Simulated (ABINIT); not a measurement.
# SiO2 (P6_322) in ABINIT: a series of runs

Aim: see how the results for SiO2 move with the level of theory and the settings. Levels: LDA, PBEsol. Tasks: band structure.

Everything below comes from runs of ABINIT 10.8.3 (patched build). Logs are shortened: lines on timing, memory, paths and dates and some standing lists are left out, and cuts for length are marked. The log counts tension as positive stress, the text compression.

**1. Starting point**

Symmetry: P6_322, No. 182, hexagonal system. The conventional cell has a = 5.069 Å, b = 5.069 Å, c = 8.558 Å, α = 90.00°, β = 90.00°, γ = 120.00°. Around Si (site symmetry 3) lie 4 O at 1.60 to 1.61 Å. O (site symmetry 2) is surrounded by 2 Si at 1.61 Å. O (site symmetry 32) has 2 Si at 1.60 Å as nearest neighbours.

The cell comes from a database or a generator and needn't be the stable form of this composition.

**2. Band structure, LDA**

File run.abi:

```
# Datasets: ground state, then fixed potential
ndtset 2

# Pseudopotentials
pp_dirpath "./"
pseudos "Si.LDA_PW-JTH.xml, O.LDA_PW-JTH.xml"

# Structure
acell 3*1.0 Angstrom
rprim
     5.0690738885     0.0000000000     0.0000000000
    -2.5345369442     4.3899467611     0.0000000000
     0.0000000000     0.0000000000     8.5584885400
ntypat 2
znucl 14 8
natom 12
typat 1 1 1 1 2 2 2 2 2 2 2 2
xred
     0.3333333333     0.6666666667     0.4371258000
     0.3333333333     0.6666666667     0.0628742000
     0.6666666667     0.3333333333     0.5628742000
     0.6666666667     0.3333333333     0.9371258000
     0.4212587450     0.0000000000     0.0000000000
     0.3333333333     0.6666666667     0.2500000000
     0.6666666667     0.3333333333     0.7500000000
     0.0000000000     0.5787412550     0.5000000000
     0.5787412550     0.5787412550     0.0000000000
     0.5787412550     0.0000000000     0.5000000000
     0.4212587450     0.4212587450     0.5000000000
     0.0000000000     0.4212587450     0.0000000000

# Plane-wave basis
ecut 23.0
pawecutdg 45.0
pawovlp 30

# Exchange and correlation
ixc 7

# Bands and occupations
occopt 3
tsmear 0.00183747

# SCF cycle
nstep 100

# Output
iomode 3
prtwf 0
prteig 0
prtebands 0
prtden1 1

# Dataset 1
kptopt1 1
ngkpt1 6 6 3
nshiftk1 1
shiftk1 0.0 0.0 0.0
nband1 40
tolvrs1 1.0e-9

# Dataset 2: bands along G-M-K-G-A-L-H-A
iscf2 -2
getden2 1
nband2 46
nbdbuf2 4
tolwfr2 1.0e-11
kptopt2 -7
ndivsm2 6
prteig2 1
prtvol2 -3
kptbounds2
     0.0000000000     0.0000000000     0.0000000000
     0.5000000000     0.0000000000     0.0000000000
     0.3333333333     0.3333333333     0.0000000000
     0.0000000000     0.0000000000     0.0000000000
     0.0000000000     0.0000000000     0.5000000000
     0.5000000000     0.0000000000     0.5000000000
     0.3333333333     0.3333333333     0.5000000000
     0.0000000000     0.0000000000     0.5000000000
```

Potentials or basis: JTH PAW LDA v2.0.

Started as:

```bash
> abinit run.abi > log 2>&1
```

run.abo:

```text
.Version 10.8.3 of ABINIT
 DATASET    1 : space group P6_3 2 2 (#182); Bravais hP (primitive hexag.)
================================================================================
 Values of the parameters that define the memory need for DATASET  1.
     intxc =       0    ionmov =       0      iscf =      17    lmnmax =       8
     lnmax =       4     mgfft =      72  mpssoang =       2    mqgrid =    4884
     natom =      12  nloc_mem =       2    nspden =       1   nspinor =       1
    nsppol =       1      nsym =      12    n1xccc =       1    ntypat =       2
    occopt =       3   xclevel =       1
       mpw =        6800          nfft =      145800          nkpt =          14
 PAW method is used; the additional fine FFT grid is defined by:
   mgfftf=       100    nfftf =    360000
================================================================================
================================================================================

 DATASET    2 : space group P6_3 2 2 (#182); Bravais hP (primitive hexag.)
================================================================================
 Values of the parameters that define the memory need for DATASET  2.
     intxc =       0    ionmov =       0      iscf =      -2    lmnmax =       8
     lnmax =       4     mgfft =      72  mpssoang =       2    mqgrid =    4884
     natom =      12  nloc_mem =       2    nspden =       1   nspinor =       1
    nsppol =       1      nsym =      12    n1xccc =       1    ntypat =       2
    occopt =       3   xclevel =       1
       mpw =        6806          nfft =      145800          nkpt =          73
 PAW method is used; the additional fine FFT grid is defined by:
   mgfftf=       100    nfftf =    360000
================================================================================
================================================================================

--------------------------------------------------------------------------------
------------- Echo of variables that govern the present computation ------------
--------------------------------------------------------------------------------
 -outvars: echo values of preprocessed input variables --------
            acell      1.8897261259E+00  1.8897261259E+00  1.8897261259E+00 Bohr
              amu      2.80855000E+01  1.59994000E+01
             ecut      2.30000000E+01 Hartree
           getden1          0
           getden2          1
             iscf1         17
             iscf2         -2
              ixc           7
           jdtset        1    2
           kptopt1          1
           kptopt2         -7
         kptrlatt        6    0    0      0    6    0      0    0    3
          kptrlen1     4.85195982E+01
          kptrlen2     3.00000000E+01
            natom          12
            nband1         40
            nband2         46
           nbdbuf1          0
           nbdbuf2          4
           ndtset           2
           ndivsm1          0
           ndivsm2          6
            ngfft          45      45      72
          ngfftdg          60      60     100
             nkpt1         14
             nkpt2         73
            nstep         100
             nsym          12
           ntypat           2
           occopt           3
        pawecutdg      4.50000000E+01 Hartree
          pawovlp      3.0000000000E+01
        prtebands           0
           prteig1          0
           prteig2          1
           prtvol1          0
           prtvol2         -3
            prtwf           0
            rprim      5.0690738885E+00  0.0000000000E+00  0.0000000000E+00
                      -2.5345369442E+00  4.3899467611E+00  0.0000000000E+00
                       0.0000000000E+00  0.0000000000E+00  8.5584885400E+00
           shiftk1     0.00000000E+00  0.00000000E+00  0.00000000E+00
           shiftk2     5.00000000E-01  5.00000000E-01  5.00000000E-01
          spgroup         182
           tolvrs1     1.00000000E-09
           tolvrs2     0.00000000E+00
           tolwfr1     0.00000000E+00
           tolwfr2     1.00000000E-11
           tsmear      1.83747000E-03 Hartree
            typat      1  1  1  1  2  2  2  2  2  2  2  2
           useylm           1
           xangst      3.3333685300E-11  2.9266311741E+00  3.7411361498E+00
                       3.3333685300E-11  2.9266311741E+00  5.3810812016E-01
[... 1496 lines left out ...]
...

 Integrated electronic density in atomic spheres:
 ------------------------------------------------
 Atom  Sphere_radius  Integrated_density
    1        1.90945          2.00027185
    2        1.90945          2.00027185
    3        1.90945          2.00027185
    4        1.90945          2.00027185
    5        1.41465          4.71852502
    6        1.41465          4.73620638
    7        1.41465          4.73620638
    8        1.41465          4.71852502
    9        1.41465          4.71852502
   10        1.41465          4.71852502
   11        1.41465          4.71852502
   12        1.41465          4.71852502

================================================================================

 ----iterations are completed or convergence reached----

 Mean square residual over all n,k,spin=   64.325E-13; max=  99.974E-13
 reduced coordinates (array xred) for   12 atoms
       0.333333333333      0.666666666667      0.437125800000
       0.333333333333      0.666666666667      0.062874200000
       0.666666666667      0.333333333333      0.562874200000
       0.666666666667      0.333333333333      0.937125800000
       0.421258745000      0.000000000000     -0.000000000000
       0.333333333333      0.666666666667      0.250000000000
       0.666666666667      0.333333333333      0.750000000000
       0.000000000000      0.578741255000      0.500000000000
       0.578741255000      0.578741255000     -0.000000000000
       0.578741255000      0.000000000000      0.500000000000
       0.421258745000      0.421258745000      0.500000000000
       0.000000000000      0.421258745000     -0.000000000000

 cartesian coordinates (angstrom) at end:
    1      0.00000000003333     2.92663117406667     3.74113614983833
    2      0.00000000003333     2.92663117406667     0.53810812016167
    3      2.53453694426667     1.46331558703333     4.81735239016167
    4      2.53453694426667     1.46331558703333     8.02038041983833
    5      2.13539170458178     0.00000000000000    -0.00000000000000
    6      0.00000000003333     2.92663117406667     2.13962213500000
    7      2.53453694426667     1.46331558703333     6.41886640500000
    8     -1.46684109193017     2.54064329790220     4.27924427000000
    9      1.46684109198805     2.54064329790220    -0.00000000000000
   10      2.93368218391822     0.00000000000000     4.27924427000000
   11      1.06769585231195     1.84930346319780     4.27924427000000
   12     -1.06769585226983     1.84930346319780    -0.00000000000000
 length scales=  1.889726125908  1.889726125908  1.889726125908 bohr
              =  1.000000000000  1.000000000000  1.000000000000 angstroms
 Eigenvalues (hartree) for nkpt=  73  k points:
 kpt#   1, nband= 46, wtk=  1.00000, kpt=  0.0000  0.0000  0.0000 (reduced coord)
  -0.73637   -0.72117   -0.68321   -0.65806   -0.65768   -0.65768   -0.65722   -0.65722
  -0.39227   -0.34595   -0.27287   -0.24617   -0.24501   -0.24501   -0.23774   -0.23774
  -0.14374   -0.12580   -0.12580   -0.11349   -0.11349   -0.10377   -0.10123   -0.10123
  -0.10027   -0.10027   -0.06066   -0.06066   -0.05523   -0.05345   -0.03102   -0.03102
   0.16795    0.25108    0.26612    0.28666    0.30562    0.30562    0.32154    0.33522
   0.33522    0.34022    0.39972    0.39973    0.40151    0.41704
 kpt#   2, nband= 46, wtk=  1.00000, kpt=  0.0417  0.0000  0.0000 (reduced coord)
  -0.73619   -0.72098   -0.68343   -0.65807   -0.65772   -0.65769   -0.65754   -0.65723
  -0.39178   -0.34549   -0.27352   -0.24623   -0.24525   -0.24461   -0.23752   -0.23738
  -0.14376   -0.12601   -0.12581   -0.11371   -0.11338   -0.10374   -0.10210   -0.10201
  -0.09973   -0.09946   -0.06185   -0.06074   -0.05526   -0.05290   -0.03136   -0.03106
   0.16882    0.25198    0.26642    0.28687    0.30486    0.30582    0.32301    0.33381
   0.33482    0.34193    0.39596    0.39870    0.39993    0.41822
 kpt#   3, nband= 46, wtk=  1.00000, kpt=  0.0833  0.0000  0.0000 (reduced coord)
  -0.73567   -0.72040   -0.68409   -0.65852   -0.65809   -0.65783   -0.65774   -0.65727
  -0.39035   -0.34414   -0.27538   -0.24619   -0.24595   -0.24367   -0.23689   -0.23638
[... 480 lines left out ...]
 kpt#  72, nband= 46, wtk=  1.00000, kpt=  0.0238  0.0238  0.5000 (reduced coord)
  -0.73003   -0.73003   -0.66964   -0.66964   -0.65754   -0.65754   -0.65741   -0.65741
  -0.37181   -0.37181   -0.25670   -0.25670   -0.24415   -0.24415   -0.23801   -0.23801
  -0.12516   -0.12516   -0.12215   -0.12215   -0.11972   -0.11972   -0.10060   -0.10060
  -0.10039   -0.10039   -0.05484   -0.05484   -0.05249   -0.05249   -0.03720   -0.03720
   0.19759    0.19759    0.30110    0.30110    0.30889    0.30889    0.31768    0.31768
   0.34796    0.34796    0.38286    0.38286    0.39304    0.39304
 kpt#  73, nband= 46, wtk=  1.00000, kpt=  0.0000  0.0000  0.5000 (reduced coord)
  -0.73020   -0.73020   -0.66941   -0.66941   -0.65751   -0.65751   -0.65738   -0.65738
  -0.37222   -0.37222   -0.25621   -0.25621   -0.24456   -0.24456   -0.23814   -0.23814
  -0.12478   -0.12478   -0.12224   -0.12224   -0.11972   -0.11972   -0.10057   -0.10057
  -0.10033   -0.10033   -0.05421   -0.05421   -0.05276   -0.05276   -0.03710   -0.03710
   0.19685    0.19685    0.30108    0.30108    0.30859    0.30859    0.31771    0.31771
   0.34774    0.34774    0.38439    0.38439    0.39161    0.39161

== END DATASET(S) ==============================================================
================================================================================

 -outvars: echo values of variables after computation  --------
            acell      1.8897261259E+00  1.8897261259E+00  1.8897261259E+00 Bohr
           etotal1    -1.4589713572E+02
            fcart1    -1.8070036208E-20  3.6140072416E-20  2.0350074239E-04
                      -1.8070036658E-20  3.6140072157E-20 -2.0350074239E-04
                      -1.8070037108E-20  3.6140071378E-20 -2.0350074239E-04
                      -1.8070035758E-20  3.6140073455E-20  2.0350074239E-04
                       2.8059036997E-03 -3.1958567041E-14  7.2144842942E-29
                      -1.8070036236E-20  3.6140072432E-20 -6.1045636336E-29
                      -1.8070036180E-20  3.6140072400E-20 -6.1045636336E-29
                       1.4029518499E-03 -2.4299838846E-03  2.0533532222E-28
                      -1.4029518499E-03 -2.4299838845E-03  2.0533532222E-28
                      -2.8059036997E-03  3.1958639322E-14 -6.1045636336E-29
                       1.4029518499E-03  2.4299838845E-03  7.2144842942E-29
                      -1.4029518499E-03  2.4299838846E-03 -1.2764087597E-28
            rprim      5.0690738885E+00  0.0000000000E+00  0.0000000000E+00
                      -2.5345369442E+00  4.3899467611E+00  0.0000000000E+00
                       0.0000000000E+00  0.0000000000E+00  8.5584885400E+00
           strten1     8.6541512653E-05  8.6541512655E-05  8.3387265830E-05
                       0.0000000000E+00  0.0000000000E+00 -2.3949510596E-14
           xangst      3.3333685300E-11  2.9266311741E+00  3.7411361498E+00
                       3.3333685300E-11  2.9266311741E+00  5.3810812016E-01
                       2.5345369443E+00  1.4633155870E+00  4.8173523902E+00
                       2.5345369443E+00  1.4633155870E+00  8.0203804198E+00
                       2.1353917046E+00  0.0000000000E+00 -2.3754577583E-16
                       3.3333685300E-11  2.9266311741E+00  2.1396221350E+00
                       2.5345369443E+00  1.4633155870E+00  6.4188664050E+00
                      -1.4668410919E+00  2.5406432979E+00  4.2792442700E+00
                       1.4668410920E+00  2.5406432979E+00 -2.3754577583E-16
                       2.9336821839E+00  0.0000000000E+00  4.2792442700E+00
                       1.0676958523E+00  1.8493034632E+00  4.2792442700E+00
                      -1.0676958523E+00  1.8493034632E+00 -2.3754577583E-16
             xred      3.3333333333E-01  6.6666666667E-01  4.3712580000E-01
                       3.3333333333E-01  6.6666666667E-01  6.2874200000E-02
                       6.6666666667E-01  3.3333333333E-01  5.6287420000E-01
                       6.6666666667E-01  3.3333333333E-01  9.3712580000E-01
                       4.2125874500E-01  0.0000000000E+00 -2.7755575616E-17
                       3.3333333333E-01  6.6666666667E-01  2.5000000000E-01
                       6.6666666667E-01  3.3333333333E-01  7.5000000000E-01
                       1.3138519463E-27  5.7874125500E-01  5.0000000000E-01
                       5.7874125500E-01  5.7874125500E-01 -2.7755575616E-17
                       5.7874125500E-01  0.0000000000E+00  5.0000000000E-01
                       4.2125874500E-01  4.2125874500E-01  5.0000000000E-01
                       1.1132450290E-27  4.2125874500E-01 -2.7755575616E-17
 Calculation completed.
```

Run time: 23 min. Hardware: 1 thread of Intel Xeon Platinum 8488C (Sapphire Rapids), shared host; peak memory 0.46 GiB.

Results:

```
Free energy             : -3970.0633 eV
Pressure                : -2.5 GPa
Largest force           : 0.144 eV/Å
Band gap on the k mesh  : 5.40 eV, indirect (least direct gap 5.41 eV)
Band gap along the path : 5.36 eV, indirect (least direct gap 5.40 eV)
```

Forces in eV/Å, atoms in the order of the input:
```
Si   0.000  0.000  0.010
Si   0.000  0.000 -0.010
Si   0.000  0.000 -0.010
Si   0.000  0.000  0.010
O    0.144  0.000  0.000
O    0.000  0.000  0.000
O    0.000  0.000  0.000
O    0.072 -0.125  0.000
O   -0.072 -0.125  0.000
O   -0.144  0.000  0.000
O    0.072  0.125  0.000
O   -0.072  0.125  0.000
```

Levels at the corners of the path, in eV from the valence-band top:
```tsv
point	band 30	band 31	band 32	band 33	band 34	band 35
Γ	-0.67	-0.06	-0.06	5.36	7.62	8.03
M	-0.78	-0.65	-0.04	7.60	8.01	8.58
K	-0.82	-0.82	-0.17	8.37	8.37	8.50
Γ	-0.67	-0.06	-0.06	5.36	7.62	8.03
A	-0.65	-0.22	-0.22	6.14	6.14	8.98
L	-0.76	-0.37	-0.37	8.01	8.01	8.29
H	-0.73	-0.58	-0.58	8.38	8.38	8.61
A	-0.65	-0.22	-0.22	6.14	6.14	8.98
```

Caveat: the atomic spheres overlap. LDA gaps usually lie below the measured ones, often by a third to a half.

**3. Band structure, PBEsol**

Changes to run.abi since step 2:

```diff
@@ -5,3 +5,3 @@
 pp_dirpath "./"
-pseudos "Si.LDA_PW-JTH.xml, O.LDA_PW-JTH.xml"
+pseudos "Si.GGA_PBE-JTH.xml, O.GGA_PBE-JTH.xml"
 
@@ -34,2 +34,3 @@
 pawecutdg 45.0
+pawxcdev 0
 pawovlp 30
@@ -37,3 +38,3 @@
 # Exchange and correlation
-ixc 7
+ixc -116133
```

Potentials or basis: JTH PAW PBE v2.0.

Started as:

```bash
> abinit run.abi > log 2>&1
```

Run time: 29 min. Hardware: 1 thread of Intel Xeon Platinum 8488C (Sapphire Rapids), shared host; peak memory 0.56 GiB.

The run converged. Its results:

* Free energy: -3954.7092 eV
* Pressure: 0.6 GPa
* Largest force: 0.030 eV/Å
* Band gap on the k mesh: 5.62 eV, indirect (least direct gap 5.63 eV)
* Band gap along the path: 5.58 eV, indirect (least direct gap 5.62 eV)

Forces on the atoms (eV/Å):
```
Si   0.000  0.000  0.013
Si   0.000  0.000 -0.013
Si   0.000  0.000 -0.013
Si   0.000  0.000  0.013
O   -0.030  0.000  0.000
O    0.000  0.000  0.000
O    0.000  0.000  0.000
O   -0.015  0.026  0.000
O    0.015  0.026  0.000
O    0.030  0.000  0.000
O   -0.015 -0.026  0.000
O    0.015 -0.026  0.000
```

Levels at the corners of the path, in eV from the valence-band top:
```
point  band 30  band 31  band 32  band 33  band 34  band 35
    Γ    -0.67    -0.06    -0.06     5.58     7.74     8.36
    M    -0.78    -0.65    -0.04     7.79     8.30     8.88
    K    -0.81    -0.81    -0.17     8.56     8.56     8.82
    Γ    -0.67    -0.06    -0.06     5.58     7.74     8.36
    A    -0.65    -0.22    -0.22     6.36     6.36     9.12
    L    -0.76    -0.37    -0.37     8.16     8.16     8.59
    H    -0.73    -0.58    -0.58     8.49     8.49     8.93
    A    -0.65    -0.22    -0.22     6.36     6.36     9.12
```

Caveat: the PAW data sets were made with another functional, which shifts forces and pressure a little; the atomic spheres overlap.
